**Question**

Hexagonal titanium is relaxed with five density functionals, each with the pairwise dispersion correction D3(BJ). The volume change counts from one starting cell, whose edges are close to those of the real metal, roughly 3.0 and 4.7 Å.

GPAW 26.7.0, plane-wave PAW DFT with D3(BJ) dispersion and no spin polarisation, for hexagonal titanium (P6₃/mmc, two atoms per cell). All cells were relaxed with a 10 × 10 × 6 k-point mesh and Fermi-Dirac smearing of 0.05 eV. Volume changes are relative to the starting cell with a = 2.95 Å and c = 4.68 Å.

| functional | potentials | wave cutoff | volume change (%) | relaxed length a (Å) | relaxed length c (Å) |
| --- | --- | --- | --- | --- | --- |
| PBE | GPAW-PAW-data-sets-(gpaw-data-1.2.1) | 600 eV | -6.790 | 2.887 | 4.555 |
| PBEsol | PAW-data-sets-made-by gpaw-setup-for-the-functional | 510 eV | -10.190 | 2.852 | 4.498 |
| revPBE | GPAW-PAW-data-sets-(gpaw-data-1.2.1) | 600 eV | -9.240 | 2.861 | 4.516 |
| RPBE | GPAW-PAW-data-sets-(gpaw-data-1.2.1) | 600 eV | -28.260 | 2.627 | 4.233 |
| BLYP | PAW-data-sets-made-by gpaw-setup-for-the-functional | 600 eV | -11.700 | 2.833 | 4.482 |

The same calculations also give:

- The dispersion energy in the final cell, as an attraction per atom: 0.64 eV with PBE, 1.22 eV with revPBE and 4.92 eV with RPBE.
- The stress: RPBE was relaxed under an applied pressure of 5 GPa, the other rows close to zero. In the starting cell RPBE pulled inward with 35 GPa.
- The cutoff: the PBEsol cell was relaxed at 600 eV like the others; the 510 eV in the table belongs to a later phonon calculation.

(a) Which signs show that the correction fails here?
(b) Can the applied pressure explain the RPBE cell?
(c) Why does the correction act so differently with PBE and RPBE? Its damping length is R = a₁R₀ + a₂, where R₀ is about 11 bohr for titanium. The constants a₁ and a₂ are about 0.43 and 4.4 bohr for PBE, 0.18 and 4.0 bohr for RPBE.

**Model answer**

(a) The first sign is the order. Without dispersion, revPBE and RPBE are known to give larger metal cells than PBE; here both give smaller ones. The second is the size of the dispersion energy. With RPBE it reaches nearly 5 eV per atom, about as much as the whole cohesion of titanium, although it is meant to be a modest addition to the metallic bond. The failure is not confined to RPBE: every row ends well below the starting cell, even PBE by almost 7%.

(b) Only a small part. Between the first and the last step the stress changes by 35 + 5 = 40 GPa, while the logarithm of the volume falls by 0.33. This gives a mean stiffness of about 120 GPa. The compressed cell is expected to be stiffer than this mean, so removing the applied 5 GPa would return at most some three points of the contraction, and 25% or slightly more would remain.

(c) Distant atoms attract because their electron clouds fluctuate together. At bonding distance the functional already describes much of this correlation, so the correction has to be weakened there. Well inside the damping length R, the attraction no longer grows steeply as the atoms approach but levels off. The shorter R is, the deeper that level lies.

The longest-ranged pair energy is −C₆/(r⁶ + R⁶), where r is the distance and C₆ the strength of the attraction. Damping leaves the fraction 1/[1 + (R/r)⁶] of the bare attraction. For close-packed atoms at the starting volume, r is 2.92 Å.

- PBE: R = 0.43 × 11 + 4.4 = 9.13 bohr, or 4.83 Å. The fraction left is 1/(1 + 20) ≈ 5%.
- RPBE: R = 0.18 × 11 + 4.0 = 5.98 bohr, or 3.16 Å. The fraction left is 1/(1 + 1.6) ≈ 38%.

These fractions hold for the starting cell, where nearest neighbours thus keep about eight times as much of this attraction with RPBE. In the relaxed cells the atoms are closer and the damping bites harder: about 4% is left with PBE and 24% with RPBE, so the fraction is still some six times as large. A second attractive term falls off as r⁻⁸, and damping leaves the fraction 1/[1 + (R/r)⁸] of it: about 2% with PBE and 35% with RPBE in the starting cell, 1.5% and 18% in the relaxed ones. Its weight is similar for the two functionals, and its strength scales as R₀²C₆, so for titanium it is expected to supply the larger part of the RPBE attraction. Because a₁ multiplies R₀, a small a₁ matters most for atoms with a large R₀, such as titanium.

revPBE reaches its larger dispersion energy by another route. Its damping length is almost that of PBE, but its r⁻⁸ term carries about three times the weight.

That such an attraction is wrong for a metal is an argument from theory. Mobile electrons screen the fluctuations, whereas the correction adds up pairs with coefficients derived from atoms and small molecules. The sum has no knowledge of the screening and can overbind.

**Remarks on the reasoning**

*Cause or consequence?* Closer atoms gain more dispersion energy, so the large RPBE value might merely result from the collapse. To test this, both attractive terms were summed over close-packed neighbours, with a single C₆ fitted by least squares to the dispersion energies of the other four rows. For RPBE, which was not in the fit, the sum gives 9.9 eV per two-atom cell against the computed 9.8 eV. With the damping length of PBE in the same shrunken cell it gives only 1.7 eV, so the short damping length is the main cause.

*What the agreement means.* The same sum gives an inward pull of 37 GPa for RPBE in the starting cell, close to the 35 GPa found there. Nearly all of that stress therefore comes from the correction, not from RPBE itself. Since the formula is built into the calculation, this agreement locates the source of the pull; it does not test whether the pull is physical.

*A trap.* Contraction alone does not measure dispersion. PBEsol shrinks more than revPBE with only about half its dispersion energy, in keeping with the shorter metal lattices that PBEsol is known to give by itself. A crude subtraction of the pull calculated for the starting cell, not the relaxed one, using the RPBE stiffness for every row, puts the revPBE and RPBE cells above that of PBE and the PBEsol cell below it, as is usual without dispersion. The RPBE value rests on a small difference between two large stresses, so it is only indicative. The exact share of the correction stays open, because no cell was relaxed without it.

*Limits of the runs.* The RPBE run carries a warning because its volume moved by more than 15%; its final edges should be confirmed by a fresh relaxation from the shrunken cell. For all rows but PBEsol there is also a warning that forces after small moves may carry the grid of the step before, so fine differences between the edges deserve caution. PBEsol and BLYP use differently made PAW data sets, which may add to the differences between rows. The five rows are a selection, with failed runs among those left out, and do not show how often the correction fails in metals.

*In practice.* Before a relaxed metal cell is used, its dispersion energy per atom should be compared with the cohesive energy, and the relaxation repeated without the correction. The first check exposes RPBE at once and already casts doubt on BLYP, with 1.6 eV per atom; the milder cases need the second.
